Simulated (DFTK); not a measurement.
A run of DFTK 0.8.2 is set up as follows.

Contents of run.jl:

```julia
using DFTK
using PseudoPotentialData
using Unitful, UnitfulAtomic
using LinearAlgebra, Printf
include("save.jl")
disable_threading()

lines     = readlines("KTaO3.xyz")
cell_ang  = reshape(parse.(Float64, split(match(r"Lattice=\"([^\"]+)\"", lines[2])[1])), 3, 3)
lattice   = austrip(1u"Å") * cell_ang
symbols   = [Symbol(split(l)[1]) for l in lines[3:end]]
positions = [round.(cell_ang \ parse.(Float64, split(l)[2:4]); digits=9) for l in lines[3:end]]
pseudopotentials = Dict(:K => "K.upf", :O => "O.upf", :Ta => "Ta.upf")
elements = Dict(s => ElementPsp(s, pseudopotentials; rcut=10.0) for s in unique(symbols))
atoms    = [elements[s] for s in symbols]

build_model(lattice, positions; symmetries=true) =
    model_DFT(lattice, atoms, positions;
              functionals=r2SCAN(),
              temperature=austrip(0.05u"eV"),
              smearing=Smearing.FermiDirac(),
              symmetries)
Ecut  = 47.0  # hartree
kgrid = [4, 4, 4]
tol   = 1e-6
to_GPa = ustrip(uconvert(u"GPa", 1u"hartree/bohr^3"))

model = build_model(lattice, positions)
basis = PlaneWaveBasis(model; Ecut, kgrid)
display(basis)
scfres = self_consistent_field(basis;
                               tol,
                               nbandsalg=AdaptiveBands(model; n_bands_converge=25))
display(scfres.energies)
@printf "Fermi level: %.6f eV\n" ustrip(auconvert(u"eV", something(scfres.εF, NaN)))
forces = compute_forces_cart(scfres)
println("Forces (eV/Å)")
for (s, f) in zip(symbols, forces)
    @printf "%-3s %12.6f %12.6f %12.6f\n" s ustrip.(auconvert.(u"eV/Å", f))...
end
stress = compute_stresses_cart(scfres)
println("Stress (GPa)")
display(round.(stress * to_GPa; digits=4))
println("Levels at the first k-point (eV): ", round.(ustrip.(auconvert.(u"eV", scfres.eigenvalues[1][1:scfres.n_bands_converge])); digits=4))
save_scf!(scfres; forces, stress)

points = Dict("G" => [0.0, 0.0, 0.0], "M" => [0.5, 0.5, 0.0], "R" => [0.5, 0.5, 0.5], "X" => [0.0, 0.5, 0.0])
segments = [("G", "X", 6), ("X", "M", 6), ("M", "G", 8), ("G", "R", 10), ("R", "X", 8), ("M", "R", 6)]
kcoords = vcat([[points[a] + t * (points[b] - points[a]) for t in range(0, 1, n)] for (a, b, n) in segments]...)
bands = compute_bands(scfres, ExplicitKpoints(kcoords); n_bands=27, tol=1e-5)
for (k, ε) in zip(bands.basis.kpoints, bands.eigenvalues)
    @printf "%d %8.4f %8.4f %8.4f " k.spin k.coordinate...
    println(join([@sprintf("%9.4f", e) for e in ustrip.(auconvert.(u"eV", ε .- scfres.εF))]))
end
results["band_energies"] = rows(bands.eigenvalues); results["band_kpoints"] = rows(kcoords)
```

File KTaO3.xyz:

```xyz
5
Lattice="3.9883000000 0.0000000000 0.0000000000 0.0000000000 3.9883000000 0.0000000000 0.0000000000 0.0000000000 3.9883000000" Properties=species:S:1:pos:R:3 pbc="T T T"
Ta     0.0000000000      0.0000000000      0.0000000000
K      1.9941500000      1.9941500000      1.9941500000
O      0.0000000000      0.0000000000      1.9941500000
O      0.0000000000      1.9941500000      0.0000000000
O      1.9941500000      0.0000000000      0.0000000000
```

Potentials or basis: in-house norm-conserving set (r2SCAN, scalar relativistic).

Run with:

```sh
$ julia --threads=1 run.jl  # save.jl only writes the numbers to a file and isn't shown; printed stress counts tension as positive; times include loading and compiling
```

Q: Predict the pressure.

A: 0.8 GPa.

Q: Predict the band gap along the path.

A: 2.62 eV, indirect (least direct gap 3.26 eV).

Levels at the corners of the path, in eV from the valence-band top:
| point | band 16 | band 17 | band 18 | band 19 | band 20 | band 21 | band 22 | band 23 | band 24 | band 25 |
| --- | --- | --- | --- | --- | --- | --- | --- | --- | --- | --- |
| Γ | -1.08 | -1.08 | -0.64 | -0.64 | -0.64 | 2.62 | 2.62 | 2.62 | 7.17 | 7.17 |
| X | -2.37 | -2.13 | -1.53 | -0.87 | -0.87 | 2.77 | 5.45 | 5.45 | 7.20 | 9.18 |
| M | -2.82 | -1.70 | -1.45 | -1.45 | -0.04 | 5.49 | 5.49 | 6.80 | 8.20 | 10.81 |
| Γ | -1.08 | -1.08 | -0.64 | -0.64 | -0.64 | 2.62 | 2.62 | 2.62 | 7.17 | 7.17 |
| R | -3.94 | -3.94 | 0.00 | 0.00 | 0.00 | 6.93 | 6.93 | 6.93 | 9.67 | 9.67 |
| X | -2.37 | -2.13 | -1.53 | -0.87 | -0.87 | 2.77 | 5.45 | 5.45 | 7.20 | 9.18 |
| M | -2.82 | -1.70 | -1.45 | -1.45 | -0.04 | 5.49 | 5.49 | 6.80 | 8.20 | 10.81 |
| R | -3.94 | -3.94 | 0.00 | 0.00 | 0.00 | 6.93 | 6.93 | 6.93 | 9.67 | 9.67 |

Caveat: the program warned that the kinetic-energy density falls under its von Weizsäcker bound, which can give unphysical results; spin-orbit coupling is left out, which moves the levels of the heavy elements. r2SCAN opens gaps a little over a GGA but as a rule still falls short of measured ones.
